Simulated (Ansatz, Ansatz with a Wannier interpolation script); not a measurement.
## From a coarse GW mesh to bands everywhere: AlN (P6_3mc)

Wanted: quasiparticle gap and band widths of AlN (P6_3mc) over the whole zone.

Main program and level: Ansatz 0.2.0; LDA, Wannier functions and G0W0, plane waves, PAW.

The database entry behind the starting cell differs from later determinations by our own check (inner coordinate u about 0.002 short), so it need not match the best structure at ambient conditions.

## 1. The structure

Symmetry: P6_3mc, No. 186, hexagonal system. Conventional cell: a = 3.113 Å, b = 3.113 Å, c = 4.981 Å, α = 90.00°, β = 90.00°, γ = 120.00°. Nearest to Al lie 4 N at 1.89 Å. N has 4 Al at 1.89 Å nearest. Farther neighbours and most contacts between anions are not listed.

As a file:

```cif
data_structure
_symmetry_space_group_name_H-M 'P 1'
_symmetry_Int_Tables_number 1
_cell_length_a 3.1130
_cell_length_b 3.1130
_cell_length_c 4.9810
_cell_angle_alpha 90.000
_cell_angle_beta 90.000
_cell_angle_gamma 120.000
_cell_volume 41.80
loop_
_atom_site_label
_atom_site_type_symbol
_atom_site_fract_x
_atom_site_fract_y
_atom_site_fract_z
_atom_site_occupancy
Al1 Al 0.33333 0.66667 0.00000 1
Al2 Al 0.66667 0.33333 0.50000 1
N3 N 0.33333 0.66667 0.38000 1
N4 N 0.66667 0.33333 0.88000 1
```

The cell and positions come from the Crystallography Open Database and are kept as given unless a step says otherwise. The default PAW set here is soft_1. Its files were made with PBE; for other functionals the partial waves and projectors stay those of PBE.

## 2. LDA bands

Levels along a band path, at the cheap level, show where the edges lie and whether the meshes to come will hold them.

This step: DFT, LDA, plane waves, PAW.

input.yaml

```yaml
crystal:
  lattice:
    - [3.113, 0.0, 0.0]
    - [-1.5565, 2.69593708, 0.0]
    - [0.0, 0.0, 4.981]
  atoms:
    - { symbol: Al, position: [0.33333333, 0.66666667, 0.0] }
    - { symbol: Al, position: [0.66666667, 0.33333333, 0.5] }
    - { symbol: "N", position: [0.33333333, 0.66666667, 0.38] }
    - { symbol: "N", position: [0.66666667, 0.33333333, 0.88] }
kpoints:
  mp_grid: { grid: [9, 9, 4] }
  band_path:
    path:
      - [[0.0, 0.0, 0.0], [0.5, 0.0, 0.0], [0.33333333, 0.33333333, 0.0], [0.0, 0.0, 0.0], [0.0, 0.0, 0.5], [0.5, 0.0, 0.5], [0.33333333, 0.33333333, 0.5], [0.0, 0.0, 0.5]]
      - [[0.5, 0.0, 0.5], [0.5, 0.0, 0.0]]
      - [[0.33333333, 0.33333333, 0.5], [0.33333333, 0.33333333, 0.0]]
    npoints: 10
hamiltonian:
  xc: lda
  pseudopotentials: { kind: paw, azcp: { folder: "./paw" } }
scf:
  occupations: { method: fermi_dirac, width: 0.02 }
  n_extra_bands: 30
output:
  eigenvalues: true
  fatbands: true
  write_density: true
  write_potential: true
  elf: true
  volumetric_format: npy
```

The run is started by

```
ansatz run input.yaml --threads 3 --pin off --max-ram 92160MiB --backend cuda --events-out ev --progress --plain --runs-dir out --devices 1 --max-vram 13GiB
```

Numbers of over 12 decimals in the logs are rounded to 6 here.

The program printed:

```text
Warning: <dir> the record states the generating functional pbe (its physics header spells it `PBE`), which answers neither for hamiltonian.xc's functional nor for the lda family's — results may be inconsistent (PPs are generated against a specific XC)
Warning: <dir> the record states the generating functional pbe (its physics header spells it `PBE`), which answers neither for hamiltonian.xc's functional nor for the lda family's — results may be inconsistent (PPs are generated against a specific XC)
scf.n_extra_bands = 30 over 8 filled bands (N_el = 16.0): the run solves 38 bands
GPUs: using 1 of 1 available (devices: 1).
Engine: ansatz 0.2.0, x86_64-unknown-linux-gnu
Pseudopotentials: kind: paw
Pseudopotential: Al, paw, valence charge 3, recommended cutoff 420 eV (normal), <dir>
Pseudopotential: N, paw, valence charge 5, recommended cutoff 420 eV (normal), <dir>
Functional definition: SPW92
  exchange = slater_x
  correlation = pw_c
device memory: the entry about to start is reckoned to put 1.9 GiB on a device that reports 74.7 GiB free (of which the cap on the GPU budget leaves the run 13.0 GiB)
GPU FFT provider: cuFFT
GPU libraries: cuBLAS 13.8.2, cuFFT 12.4.0, cuSOLVER 12.3.4
Crystal: 4 atoms, lattice volume = 41.803 Å³
Basis set: ecut = 420 eV, 809 PW (Γ)
Bands: 38, of which v1, the nominal top of the filled ones, is band 8 counted from 1 (7 counted from 0)
Symmetry: 12 space group operations
Space group: P63mc (ITA 186), of the structure as read, at distance tolerance 3.5e-5 Å
k-points: 36 of 324 (time reversal used)
Non-local potential: Al, projectors of the file, l = 0: 2, l = 1: 2, l = 2: 1
Non-local potential: N, projectors of the file, l = 0: 2, l = 1: 2, l = 2: 1
PAW form: soft (Blöchl's): semilocal exchange-correlation on the pseudo side does not see the compensation charge
PAW frozen core: Al, regenerated for the run's functional, and the local potential with it (the file was generated under x = pbe(κ = 0.804, μ = 0.219515), c = pbe(β = 0.066725))
PAW frozen core: N, regenerated for the run's functional, and the local potential with it (the file was generated under x = pbe(κ = 0.804, μ = 0.219515), c = pbe(β = 0.066725))
PAW one-centre angular grid: Al, 110 points (default); XC on 64 Gauss nodes
PAW one-centre angular grid: N, 110 points (default); XC on 64 Gauss nodes
Initial density: superposition of atomic densities (chi_scale 0.1, normalization cell, long waves kept (reshape's long-wave potential 0.00 eV rms))
Initial wavefunctions: pseudopotential atomic-orbital guess
GPU buffer pool allocated for 20736 grid points (all kernels)
GPU transforms: local potential and band sums: pruned to the plane-wave sphere, on 24×24×36
Functional: x = slater, c = lda
SCF iter   1: F=—  HF=-1782.649585 eV  |F-HF|=—  |Δ(HF+E_count)|=         —  Δρ=1.33e-1  dr2=9.09e0  ethr=3.10e-3  ⟨swp⟩=4.8  Hψ=6115  notcnv=0  defer=344
preconditioner: auto → none  [insulator: Δε(μ)=5.617 eV  Ē_g=29.081 eV  σ=0.020 eV  W_gap=1.00  n_scr=2 (ndim 8)  ℏωp=23.0 eV  f_vac=0.000  D(μ)=0.00/eV (n_scr^D=0)  ε∞_Penn≈1.6]
SCF iter   2: F=—  HF=-1780.184643 eV  |F-HF|=—  |Δ(HF+E_count)|=    2.46e0  Δρ=5.31e-2  dr2=1.50e0  ethr=3.10e-3  ⟨swp⟩=3.0  Hψ=2198  notcnv=0  defer=826
SCF iter   3: F=—  HF=-1779.698791 eV  |F-HF|=—  |Δ(HF+E_count)|=   4.86e-1  Δρ=4.41e-3  dr2=4.99e-3  ethr=3.10e-3  ⟨swp⟩=2.0  Hψ=1095  notcnv=0  defer=826
SCF iter   4: F=—  HF=-1779.697218 eV  |F-HF|=—  |Δ(HF+E_count)|=   1.57e-3  Δρ=2.77e-4  dr2=1.93e-5  ethr=3.12e-5  ⟨swp⟩=2.1  Hψ=1794  notcnv=0  defer=826
SCF iter   5: F=—  HF=-1779.697228 eV  |F-HF|=—  |Δ(HF+E_count)|=   9.73e-6  Δρ=4.20e-5  dr2=7.03e-7  ethr=1.20e-7  ⟨swp⟩=2.2  Hψ=832  notcnv=0  defer=826
SCF iter   6: F=-1779.697228 eV  HF=-1779.697228 eV  |F-HF|=1.59e-9  |Δ(HF+E_count)|=   1.00e-7  Δρ=2.57e-6  dr2=2.06e-9  ethr=6.25e-10  ⟨swp⟩=8.8  Hψ=8531  notcnv=0
SCF 1 converged in 6 iterations: F = -1779.697228 eV  dr2 = 2.06e-9
[...]
device memory: the entry about to start is reckoned to put 2.4 GiB on a device that reports 73.5 GiB free (of which the cap on the GPU budget leaves the run 13.0 GiB)
NSCF: frozen V_eff on 93 k-points, pencils in batches of 32, up to order 168
SCF converged after 6 iterations
Free energy (F): -1779.697228 eV
Harris-Foulkes:  -1779.697228 eV  (|F-HF|=1.59e-9)
Internal energy: -1779.697228 eV  (E = F + TS)
E sigma→0 (E₀):  -1779.697228 eV
Fermi energy:    8.934925 eV
--- Per-component energies (eV) ---
  E_band       = 26.151845
  E_kinetic    = 311.961240
  E_local      = -422.115468  (includes V_loc(G=0)·N_el)
  E_nonlocal   = 92.980180
  E_hartree    = 153.610329
  E_xc         = -195.770558
  E_vxc        = -213.080461  (∫ρ·V_xc dr)
  E_paw        = -1128.972897  (= ΣΔE_a)
  E_vpaw       = -50.815304  (= ΣTr[D̂ρ^β])
  E_aug_tail   = 0.001695  (compensation charges beyond the density's cutoff)
  E_ewald      = -591.663271
  E_core_change = 0.271521  (= ΣΔE_core)
  E_smearing   = -0.000000  (= −TS)
  E_closure    = -0.000000  (closes the sum)
  Σ components = -1779.697228   (vs F -1779.697228, Δ=0.00e0)
--- Band table (eV; the first three rows and the last of 36) ---
  k-point 0: bands = [... 4 lower, 5.9823, 6.6362, 6.6362, 6.8145, 11.0521, 13.3701, 17.2929, 17.7869, ... 26 higher]
  k-point 1: bands = [... 4 lower, 6.0732, 6.0732, 6.5355, 6.5355, 11.9826, 13.5021, 16.9571, 17.7586, ... 26 higher]
  k-point 2: bands = [... 4 lower, 6.2994, 6.2994, 6.2994, 6.2994, 13.2353, 13.2353, 16.9890, 16.9890, ... 26 higher]
  k-point 35: bands = [... 4 lower, 2.9565, 2.9565, 6.0300, 6.0300, 14.1195, 14.1195, 14.5603, 14.5603, ... 26 higher]
```

The job ended after 15 s (1 × NVIDIA H100 80GB HBM3 (shared by 6 runs) with 3 threads of AMD EPYC 7R13 (Zen 3), shared host; peak memory 0.89 GiB).

In the SCF lines HF is the Harris–Foulkes energy and dr2 the Hartree energy of the density residual, in eV; the loop may stop once dr2 is under the threshold and the program's other checks hold. Hψ counts applications of the Hamiltonian.

This step gave:

| Quantity | Value |
| --- | --- |
| filled bands | 8 |
| gap | 4.238 eV |
| valence top at | Γ |
| conduction bottom at | Γ |
| least direct gap | 4.238 eV |

The gap is direct, at Γ.

Electrostatic potential energy in the ac plane at fractional y = 0.333, with atoms of Al and N within 0.2 Å of it. With pseudopotentials it is smooth inside the atoms' cores, unlike the true potential.

Ten even steps from '_' (-33 eV) to '@' (11 eV):
```
%%########%%%%%%++::____..==##%%
%%%%######%%%%##--________::**%%
@@%%%%%%%%%%@@**::________..++%%
@@@@@@@@@@@@@@##--________::**@@
@@@@@@@@@@@@@@%%++::____..==%%@@
@@@@@@@@@@@@@@@@%%**====++##@@@@
@@@@@@@@@@@@@@@@@@%%####%%%%@@@@
@@@@@@@@@@@@@@%%%%##****####%%@@
@@@@@@@@@@@@%%##**++++++++**##%%
%%@@@@@@@@@@%%**++**####**++++##
%%@@@@@@@@%%##++**%%@@@@%%**++**
%%@@@@@@@@%%**++**@@@@@@@@##++**
%%@@@@@@@@%%**++**@@@@@@@@##++**
%%@@@@@@@@%%##++**%%@@@@%%**++**
%%@@@@@@@@@@%%**++****##**++**##
@@@@@@@@@@@@%%##**++++++++**##%%
@@@@@@@@@@@@@@%%%%##****####%%@@
@@@@@@@@@@@@@@@@@@%%%%%%%%%%@@@@
@@@@@@@@@@@@@@@@@@@@@@@@@@@@@@@@
@@@@@@@@@@@@@@@@@@@@@@@@@@@@@@@@
@@@@@@@@@@@@@@@@@@@@@@@@@@@@@@@@
@@%%%%%%%%%%@@@@@@@@@@@@@@@@@@@@
%%%%######%%%%@@@@@@@@@@@@@@@@@@
%%##****####%%@@@@@@%%%%@@@@@@%%
%%##****####%%%%%%**====++##@@%%
```
Columns run along a (3.1 Å; values clipped at the 3rd and 97th percentile), rows up along c (5.0 Å). Atoms in or near the plane, at fractional coordinates: Al at (0.67, 0.50), N at (0.67, 0.88).

ELF in the ac plane at fractional y = 0.333, with atoms of Al and N within 0.2 Å of it. It is the smooth field of the valence electrons, not physical close to the nuclei.

Ten even steps from '0' (0.00) to '9' (0.87):
```
8521479998768999
8522479996325899
8522479985103799
7421368986325898
6311257898778998
5211146899999987
3100125789999986
2100113589999864
1111112356777532
2222222111111111
3444443100000002
6666665200120014
7877877410120036
8888887520000047
8888887630000257
7888877531000257
6777776532111246
5666665321111234
4556543211000112
2344432110000011
1223221111111111
1111111223333322
2111123556666654
5211246788888887
7411368999889998
```
Columns run along a (3.1 Å), rows up along c (5.0 Å). Atoms in or near the plane, at fractional coordinates: Al at (0.67, 0.50), N at (0.67, 0.88).

## 3. Wannier functions (Al:3s Al:3p N:2p) on 9×9×4

Localised functions give a small Hamiltonian that interpolates between mesh points at no cost.

This step: maximally localised Wannier functions, LDA, plane waves, PAW.

input.yaml, the sections that differ from step 2:

```yaml
kpoints:
  mp_grid: { grid: [9, 9, 4] }
scf:
  occupations: { method: fixed }
  n_extra_bands: 30
output:
  wannier:
    kmesh: [9, 9, 4]
    projections:
      - { species: Al, l: s, shell: 3 }
      - { species: Al, l: p, shell: 3 }
      - { species: "N", l: p, shell: 2 }
    minimise: true
    write_hr: true
    seedname: w
    conv_tol: 1.0e-07
    max_iter: 4000
    disentanglement:
      window: [0.65, 23.6]
      frozen_window: [0.65, 14.05]
      conv_tol: 1.0e-08
# crystal, hamiltonian: as in step 2
```

The program printed:

```text
[...]
GPUs: using 1 of 1 available (devices: 1).
[...]
GPU FFT provider: cuFFT
GPU libraries: cuBLAS 13.8.2, cuFFT 12.4.0, cuSOLVER 12.3.4
Crystal: 4 atoms, lattice volume = 41.803 Å³
Basis set: ecut = 420 eV, 809 PW (Γ)
Bands: 38, of which v1, the nominal top of the filled ones, is band 8 counted from 1 (7 counted from 0)
Symmetry: 12 space group operations
[...]
k-points: 36 of 324 (time reversal used)
[...]
GPU buffer pool allocated for 20736 grid points (all kernels)
[...]
SCF iter   1: F=—  HF=-1782.649581 eV  |F-HF|=—  |Δ(HF+E_count)|=         —  Δρ=1.33e-1  dr2=9.09e0  ethr=3.10e-3  ⟨swp⟩=4.1  Hψ=4966  notcnv=0  defer=847
[...]
SCF iter   6: F=-1779.697228 eV  HF=-1779.697228 eV  |F-HF|=3.27e-8  |Δ(HF+E_count)|=   7.14e-6  Δρ=1.96e-5  dr2=7.94e-8  ethr=6.25e-10  ⟨swp⟩=8.5  Hψ=9957  notcnv=0
SCF 1 converged in 6 iterations: F = -1779.697228 eV  dr2 = 7.94e-8
[...]
NSCF: frozen V_eff on 36 k-points
the band table was solved once the SCF had ended and its energy, with any forces and stress, was formed, with the checks that follow a solve (5019 applications of the Hamiltonian). They found nothing against the state; the energy, forces and stress were not computed again (output.eigenvalues in the input reference)
[...]
NSCF: frozen V_eff on 40 k-points, pencils in batches of 32, up to order 152
the Wannier pass solved 40 of the 324 points of its mesh, and has the states at the others by symmetry: states obtained by the crystal's operations at points that were solved too leave a residual of 1.88e-13 eV (read by the count's bands and the next), within 6.67e-6 eV
SCF converged after 6 iterations
Free energy (F): -1779.697228 eV
[...]
Internal energy: -1779.697228 eV  (E = F + TS)
E sigma→0 (E₀):  -1779.697228 eV
Fermi energy:    6.814649 eV
[...]
--- Band table (eV; the first three rows and the last of 36) ---
  k-point 0: bands = [... 4 lower, 5.9824, 6.6364, 6.6364, 6.8146, 11.0521, 13.3701, 17.2930, 17.7869, ... 26 higher]
  k-point 1: bands = [... 4 lower, 6.0734, 6.0734, 6.5356, 6.5356, 11.9827, 13.5021, 16.9571, 17.7585, ... 26 higher]
  k-point 2: bands = [... 4 lower, 6.2995, 6.2995, 6.2995, 6.2995, 13.2354, 13.2354, 16.9890, 16.9890, ... 26 higher]
  k-point 35: bands = [... 4 lower, 2.9566, 2.9566, 6.0301, 6.0301, 14.1195, 14.1195, 14.5603, 14.5603, ... 26 higher]
Wannier search: line search 1 of at most 4000: gauge-dependent spread (as the search counts it) 6.5510629 Å², largest recent change 4.2e0 Å² and fall left 5.1e-2 Å² against conv_tol 1.0e-7 Å², 0 stops escaped
WARN: <dir> 406 periodic images of 390 elements of H(R) lie 4.88e-4 to 1.95e-3 Å beyond their element's nearest image, near the 9.77e-4 Å window within which an element is shared among its images; whether they share it moves the interpolated H(k) by 3.9e-3 eV (Frobenius norm, root mean square over the Brillouin zone); at the model's own mesh points H(k) does not change
```

It took 25 s on 1 × NVIDIA H100 80GB HBM3 (shared by 6 runs) with 3 threads; peak memory 0.97 GiB.

w.win, one line in 2:

```text
! ansatz wannier90 interface
! states of the run's bands (counted from 1): 1-19
num_wann  = 14
conv_tol = 1e-7
dis_win_min = 0.65
dis_froz_min = 0.65
dis_num_iter = 10000
guiding_centres = true
write_hr = true
begin unit_cell_cart
        3.112999998856294                      0.0                      0.0
                      0.0                      0.0                    4.981

Al        0.3333333333333333       0.6666666666666666                      0.0
N         0.3333333333333333       0.6666666666666666                     0.38
end atoms_frac
mp_grid = 9 9 4
```

This step gave:

```yaml
gauge_invariant_spread: 19.17 Å²
diagonal_spread: 0.1544 Å²
off_diagonal_spread: 1.902 Å²
total_spread: 21.22 Å²
least_projectability: 0.2014
localisation_steps: 23
disentanglement_steps: 156
r_m_s_interpolation_error: 0.002806 eV
r_m_s_error_near_the_gap: 0.003505 eV
```

Near the gap the model misses directly solved bands by 3.5 meV r.m.s. and by 19 meV at most in the window tested. This tests the starting bands, not the corrections carried with them.

Wannier functions, by row:

| function | x (Å) | y (Å) | z (Å) | spread (Å²) | nearest atom | distance (Å) |
| --- | --- | --- | --- | --- | --- | --- |
| 1 | -0.768 | 2.241 | 0.334 | 1.977 | Al1 | 0.948 |
| 2 | 2.325 | 0.455 | 2.825 | 1.977 | Al2 | 0.948 |
| 3 | 0 | 1.797 | -1.023 | 2.009 | Al1 | 1.023 |
| 4 | 0.768 | 2.241 | 0.334 | 1.977 | Al1 | 0.948 |
| 5 | 0 | 0.91 | 0.334 | 1.977 | Al1 | 0.948 |
| 6 | 1.556 | 0.899 | 1.468 | 2.009 | Al2 | 1.023 |
| 7 | 0.788 | 0.455 | 2.825 | 1.977 | Al2 | 0.948 |
| 8 | 1.556 | 1.786 | 2.825 | 1.977 | Al2 | 0.948 |
| 9 | -0.001 | 1.797 | 1.873 | 0.888 | N3 | 0.02 |
| 10 | 0.009 | 1.785 | 1.907 | 0.891 | N3 | 0.021 |
| 11 | -0.007 | 1.81 | 1.907 | 0.891 | N3 | 0.021 |
| 12 | 1.556 | 0.898 | 4.363 | 0.888 | N4 | 0.02 |
| 13 | 1.571 | 0.905 | 4.398 | 0.891 | N4 | 0.021 |
| 14 | 1.543 | 0.893 | 4.398 | 0.891 | N4 | 0.02 |

Frozen up to 7.24 eV; above it the model need not follow the bands. The electronic bands at the labelled points (eV, zero at the valence-band top):

| point | band 5 | band 6 | band 7 | band 8 | band 9 | band 10 | band 11 | band 12 |
| --- | --- | --- | --- | --- | --- | --- | --- | --- |
| Γ | -0.83 | -0.18 | -0.18 | 0.00 | 4.24 | 6.56 | 10.48 | 11.07 |
| halfway | -2.43 | -1.55 | -0.44 | -0.38 | 6.16 | 7.51 | 7.99 | 9.92 |
| M | -3.35 | -2.07 | -1.79 | -0.66 | 5.68 | 5.68 | 8.43 | 10.17 |
| halfway | -3.10 | -3.00 | -1.88 | -1.50 | 5.40 | 7.02 | 8.96 | 9.94 |
| K | -3.78 | -2.43 | -2.39 | -2.39 | 4.92 | 8.24 | 9.56 | 9.56 |
| halfway | -3.35 | -1.67 | -0.87 | -0.59 | 6.80 | 7.35 | 8.63 | 8.99 |
| Γ | -0.83 | -0.18 | -0.18 | 0.00 | 4.24 | 6.56 | 10.48 | 11.07 |
| halfway | -0.74 | -0.74 | -0.28 | -0.28 | 5.17 | 6.69 | 10.14 | 11.03 |
| A | -0.52 | -0.52 | -0.52 | -0.52 | 6.42 | 6.42 | 10.17 | 10.17 |
| halfway | -1.59 | -1.59 | -1.01 | -1.01 | 6.45 | 6.45 | 9.44 | 9.44 |
| L | -1.44 | -1.44 | -1.36 | -1.36 | 5.21 | 5.21 | 9.69 | 9.69 |
| halfway | -2.74 | -2.74 | -0.92 | -0.92 | 6.07 | 6.07 | 9.21 | 9.21 |
| H | -3.86 | -3.86 | -0.78 | -0.78 | 7.30 | 7.30 | 7.75 | 7.75 |
| halfway | -1.82 | -1.82 | -1.21 | -1.21 | 6.64 | 6.64 | 9.38 | 9.38 |
| A | -0.52 | -0.52 | -0.52 | -0.52 | 6.42 | 6.42 | 10.17 | 10.17 |
| jump to L | -1.44 | -1.44 | -1.36 | -1.36 | 5.21 | 5.21 | 9.69 | 9.69 |
| halfway | -2.57 | -1.90 | -1.20 | -0.91 | 4.97 | 5.78 | 9.20 | 9.94 |
| M | -3.35 | -2.07 | -1.79 | -0.66 | 5.68 | 5.68 | 8.43 | 10.17 |
| jump to H | -3.86 | -3.86 | -0.78 | -0.78 | 7.30 | 7.30 | 7.75 | 7.75 |
| halfway | -4.45 | -2.93 | -1.47 | -1.47 | 5.77 | 8.12 | 8.57 | 8.57 |
| K | -3.78 | -2.43 | -2.39 | -2.39 | 4.92 | 8.24 | 9.56 | 9.56 |

The same for Kohn-Sham, solved directly:

| point | band 5 | band 6 | band 7 | band 8 | band 9 | band 10 | band 11 | band 12 |
| --- | --- | --- | --- | --- | --- | --- | --- | --- |
| Γ | -0.83 | -0.18 | -0.18 | 0.00 | 4.24 | 6.56 | 10.48 | 10.97 |
| M | -3.35 | -2.07 | -1.79 | -0.66 | 5.68 | 5.70 | 8.10 | 10.16 |
| K | -3.78 | -2.43 | -2.39 | -2.39 | 4.92 | 8.24 | 9.56 | 9.56 |
| Γ | -0.83 | -0.18 | -0.18 | 0.00 | 4.24 | 6.56 | 10.48 | 10.97 |
| A | -0.52 | -0.52 | -0.52 | -0.52 | 6.42 | 6.42 | 10.17 | 10.17 |
| L | -1.44 | -1.44 | -1.36 | -1.36 | 5.22 | 5.22 | 9.12 | 9.12 |
| H | -3.86 | -3.86 | -0.78 | -0.78 | 7.30 | 7.30 | 7.75 | 7.75 |
| A | -0.52 | -0.52 | -0.52 | -0.52 | 6.42 | 6.42 | 10.17 | 10.17 |
| L | -1.44 | -1.44 | -1.36 | -1.36 | 5.22 | 5.22 | 9.12 | 9.12 |
| M | -3.35 | -2.07 | -1.79 | -0.66 | 5.68 | 5.70 | 8.10 | 10.16 |
| H | -3.86 | -3.86 | -0.78 | -0.78 | 7.30 | 7.30 | 7.75 | 7.75 |
| K | -3.78 | -2.43 | -2.39 | -2.39 | 4.92 | 8.24 | 9.56 | 9.56 |

(Continued in part 2 of 2.)

[Paths, hosts, dates, memory and timing lines, banners, echoed tables and standing remarks are left out of the program output.]

[Logs are printed without paths, hosts, clocks, repeated set-up lines and the standing remarks that a program may print on its own settings, such as how far it seeks lower states.]

[Runs of the session that timed out or met a known fault of the program may be left out.]

[Hosts, paths, dates, database ids (printed as entryN), source tags and the programs' standing remarks are cut or masked in the printed files.]
